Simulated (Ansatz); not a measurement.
**Is this NaH₄ stable against decomposition?**

Theory: Ansatz 0.2.0, DFT PBE, scalar-relativistic, plane waves, PAW. All cells share a 420 eV cutoff and Γ-centred k meshes spaced at most about 0.3 Å⁻¹ (about 0.25 or finer for metals, 2π included). No spin polarisation.

Formation energies are uncorrected and refer to the elements' standard structures at the same level (H₂ as a molecule).

All energies are static (0 K, no zero-point motion). No dispersion correction is applied, so the spacing and binding between layers, chains or molecules are poorly described (NaH4 I4/mmm). With hydrogen, zero-point motion can shift formation energies by some tens of meV/atom.

The competitors are the elements and 1 reference phase of this chemical system (from databases or known types: NaH), relaxed at the same level; other known phases may be missing.

The candidate was reached from: CaGa4 type (C2/m), changed on relaxing.

```yaml
crystal:
  lattice:
    - [-2.63651, 2.63651, 2.30880]
    - [2.63651, -2.63651, 2.30880]
    - [2.63651, 2.63651, -2.30880]
  atoms:
    - { symbol: Na, position: [0.00000, 0.00000, 0.00000] }
    - { symbol: H, position: [0.50000, 0.07477, 0.57477] }
    - { symbol: H, position: [0.50000, 0.92523, 0.42523] }
    - { symbol: H, position: [0.92523, 0.50000, 0.42523] }
    - { symbol: H, position: [0.07477, 0.50000, 0.57477] }
```

The lowest competing mixture at this composition:

```json
{"phase": "H₂ gas", "space group": "-", "source": "element", "share of atoms": "0.6000", "ΔE_f (eV/atom)": "0.000"}
{"phase": "NaH", "space group": "Fm-3m (No. 225)", "source": "COD", "share of atoms": "0.4000", "ΔE_f (eV/atom)": "-0.196"}
```

Question: What are the hull's energy here, the candidate's formation energy and its margin?

Answer: The hull lies at -0.078 eV/atom, the weighted sum of the last column. The candidate has 0.147 eV/atom, which is 0.22 eV/atom above it (0.23 eV/atom from unrounded values). The candidate matches no cell in the subsets of the Crystallography Open Database and the Materials Project at hand. Such a cell could exist only far from equilibrium. It holds H–H pairs as short as in free H₂ molecules (shortest 0.79 Å).
